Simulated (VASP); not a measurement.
# Ta (P6/mmm) in VASP: further runs, part 2 of 2

VASP 6.6.1. The steps go on from the part before.

## Step 4: Single point, PBEsol

This run uses another cell than the first one: it holds 8 atoms, not 1.

The input, INCAR:

```
SYSTEM = Ta
  ALGO = Fast
  EDIFF = 1E-7
  ENCUT = 520
  GGA = PS
  ISIF = 2
  ISMEAR = 0
  LASPH = .TRUE.
  LCHARG = .FALSE.
  LREAL = .FALSE.
  LWAVE = .FALSE.
  NBANDS = 54
  NELM = 100
  PREC = Accurate
  SIGMA = 0.1
```

The input, KPOINTS:

```
k-points
0
G
  4 4 4
  0 0 0
```

The input, POSCAR:

```
Ta
1.0
    5.3121625516      0.0000000000      0.0000000000
    0.0000000000      5.3121625516      0.0000000000
    0.0000000000      0.0000000000      5.3121625516
Ta
8
Direct
    0.5000000000      0.5000000000      0.5000000000
    0.0000000000      0.0000000000      0.0000000000
    0.2500000000      0.0000000000      0.5000000000
    0.5000000000      0.2500000000      0.0000000000
    0.5000000000      0.7500000000      0.0000000000
    0.7500000000      0.0000000000      0.5000000000
    0.0000000000      0.5000000000      0.7500000000
    0.0000000000      0.5000000000      0.2500000000
```

Potentials or basis: VASP PAW PBE potentials, release 64 (Ta_pv).

On the command line:

```bash
> cat potpaw_PBE.64/Ta_pv/POTCAR > POTCAR
> mpirun -np 1 vasp_std > vasp.out
```

OUTCAR:

```text
SYSTEM = Ta
   EDIFF = 1E-7
   ENCUT = 520
   GGA = PS
   ISIF = 2
   ISMEAR = 0
   LASPH = .TRUE.
   LREAL = .FALSE.
   NELM = 100
   PREC = Accurate

 ion  position               nearest neighbor table
   1  0.500  0.500  0.500-   3 2.97   4 2.97   5 2.97   6 2.97   7 2.97   8 2.97   4 2.97   5 2.97
                             3 2.97   6 2.97   7 2.97   8 2.97
   2  0.000  0.000  0.000-   3 2.97   4 2.97   5 2.97   6 2.97   7 2.97   8 2.97   3 2.97   6 2.97
                             7 2.97   8 2.97   4 2.97   5 2.97
   3  0.250  0.000  0.500-   6 2.66   6 2.66   1 2.97   2 2.97   1 2.97   2 2.97   8 3.25   7 3.25
                             8 3.25   7 3.25   4 3.25   5 3.25   4 3.25   5 3.25
   4  0.500  0.250  0.000-   5 2.66   5 2.66   1 2.97   1 2.97   2 2.97   2 2.97   8 3.25   7 3.25
                             7 3.25   8 3.25   6 3.25   3 3.25   3 3.25   6 3.25
   5  0.500  0.750  0.000-   4 2.66   4 2.66   1 2.97   1 2.97   2 2.97   2 2.97   8 3.25   7 3.25
                             7 3.25   8 3.25   6 3.25   3 3.25   3 3.25   6 3.25
   6  0.750  0.000  0.500-   3 2.66   3 2.66   1 2.97   2 2.97   1 2.97   2 2.97   8 3.25   7 3.25
                             8 3.25   7 3.25   5 3.25   4 3.25   4 3.25   5 3.25
   7  0.000  0.500  0.750-   8 2.66   8 2.66   1 2.97   2 2.97   2 2.97   1 2.97   3 3.25   4 3.25
[... 201 lines left out ...]
      4     -29.1576      2.00000
      5     -29.1576      2.00000
      6     -29.1576      2.00000
[... 559 lines left out ...]
     53       7.8266      0.00000
     54       7.8266      0.00000

------------------------ aborting loop because EDIFF is reached ----------------------------------------

  FORCE on cell =-STRESS in cart. coord.  units (eV):
  Direction    XX          YY          ZZ          XY          YZ          ZX
  --------------------------------------------------------------------------------------
  -------------------------------------------------------------------------------------
  Total       -5.4310641     -5.4310641     -5.4310641      0.0000000      0.0000000     -0.0000000
  in kB      -58.0472228    -58.0472228    -58.0472228      0.0000000      0.0000000     -0.0000000
  external PRESSURE =     -58.0472228 kB  Pullay stress =       0.0000000 kB

 VOLUME and BASIS-vectors are now :
 -----------------------------------------------------------------------------
  energy-cutoff  :      520.00
  volume of cell :      149.90
      direct lattice vectors                 reciprocal lattice vectors
     5.312162552  0.000000000  0.000000000     0.188247252  0.000000000  0.000000000
     0.000000000  5.312162552  0.000000000     0.000000000  0.188247252  0.000000000
     0.000000000  0.000000000  5.312162552     0.000000000  0.000000000  0.188247252

 POSITION                                       TOTAL-FORCE (eV/Angst)
 -----------------------------------------------------------------------------------
      2.65608      2.65608      2.65608        -0.000000      0.000000      0.000000
      0.00000      0.00000      0.00000        -0.000000      0.000000      0.000000
      1.32804      0.00000      2.65608        -0.000000     -0.000000      0.000000
      2.65608      1.32804      0.00000         0.000000      0.000000     -0.000000
      2.65608      3.98412      0.00000        -0.000000      0.000000     -0.000000
      3.98412      0.00000      2.65608         0.000000      0.000000      0.000000
      0.00000      2.65608      3.98412        -0.000000      0.000000     -0.000000
      0.00000      2.65608      1.32804        -0.000000     -0.000000      0.000000
 -----------------------------------------------------------------------------------
    total drift:                               -0.000000     -0.000000      0.000000

  FREE ENERGIE OF THE ION-ELECTRON SYSTEM (eV)
  ---------------------------------------------------
  free  energy   TOTEN  =       -99.9867474325 eV

  energy  without entropy=      -99.9684116354  energy(sigma->0) =      -99.97757953
```

OSZICAR:

```text
N       E                     dE             d eps       ncg     rms          rms(c)
DAV:   1     0.920410218708E+03    0.92041E+03   -0.48734E+04  1088   0.169E+03
DAV:   2    -0.561750838722E+02   -0.97659E+03   -0.95694E+03  1134   0.510E+02
DAV:   3    -0.102885541669E+03   -0.46710E+02   -0.44526E+02  1342   0.950E+01
DAV:   4    -0.104457821415E+03   -0.15723E+01   -0.15428E+01  1272   0.150E+01
DAV:   5    -0.104513681029E+03   -0.55860E-01   -0.55748E-01  1392   0.231E+00    0.371E+01
RMM:   6    -0.101052767289E+03    0.34609E+01   -0.35778E+00  1096   0.921E+00    0.177E+01
RMM:   7    -0.999597012144E+02    0.10931E+01   -0.47438E+00  1148   0.948E+00    0.121E+00
RMM:   8    -0.999841189130E+02   -0.24418E-01   -0.43375E-01  1321   0.251E+00    0.884E-01
RMM:   9    -0.999869287518E+02   -0.28098E-02   -0.85554E-02  1411   0.884E-01    0.448E-01
RMM:  10    -0.999863587974E+02    0.56995E-03   -0.17085E-02  1254   0.586E-01    0.262E-01
RMM:  11    -0.999866973659E+02   -0.33857E-03   -0.52222E-03  1514   0.212E-01    0.779E-02
RMM:  12    -0.999867532943E+02   -0.55928E-04   -0.61016E-04  1464   0.887E-02    0.552E-02
RMM:  13    -0.999867449594E+02    0.83349E-05   -0.10072E-04  1416   0.311E-02    0.198E-02
RMM:  14    -0.999867475634E+02   -0.26040E-05   -0.24337E-05  1492   0.150E-02    0.631E-03
RMM:  15    -0.999867467925E+02    0.77086E-06   -0.62238E-06  1416   0.930E-03    0.501E-03
RMM:  16    -0.999867473063E+02   -0.51376E-06   -0.15187E-06  1217   0.422E-03    0.313E-03
RMM:  17    -0.999867474213E+02   -0.11506E-06   -0.42979E-07   994   0.252E-03    0.494E-04
RMM:  18    -0.999867474325E+02   -0.11119E-07   -0.76754E-08   794   0.124E-03
   1 F= -.99986747E+02 E0= -.99977580E+02  d E =-.183358E-01
```

Run time: 64 s. Hardware: 1 thread of AMD EPYC 9R45 (Zen 5), shared host; peak memory 0.22 GiB.

Results:

```
Free energy            : -99.9867 eV
Pressure               : -5.8 GPa
Band gap on the k mesh : none (metal or under the smearing width)
```

Caveat: the PAW data sets were made with another functional, which shifts forces and pressure a little. The run has no spin-orbit coupling, so splittings on Ta are missing.

## Step 5: Overview

| cell | k mesh | mesh quality | gap on the mesh (eV) | pressure (GPa) |
| --- | --- | --- | --- | --- |
| P6/mmm, 18.79 Å³/atom | 9 × 9 × 6 | coarse | none | 3.9 |
| Pm-3n, 18.12 Å³/atom | 8 × 8 × 8 | not flagged | none | 0.2 |
| Pm-3n, 18.74 Å³/atom | 4 × 4 × 4 | not flagged | none | -5.8 |

Alike in all rows: task single point; level PBEsol; potentials or basis VASP PAW PBE potentials, release 64 (Ta_pv); no spin polarisation; cutoff (eV) 520; smearing gaussian 0.1 eV.

Caveats: some runs use coarse meshes; the PAW data sets were made with another functional, which shifts forces and pressure a little.

Total energies depend on the potentials used, so only differences within one code and one set of settings carry meaning.
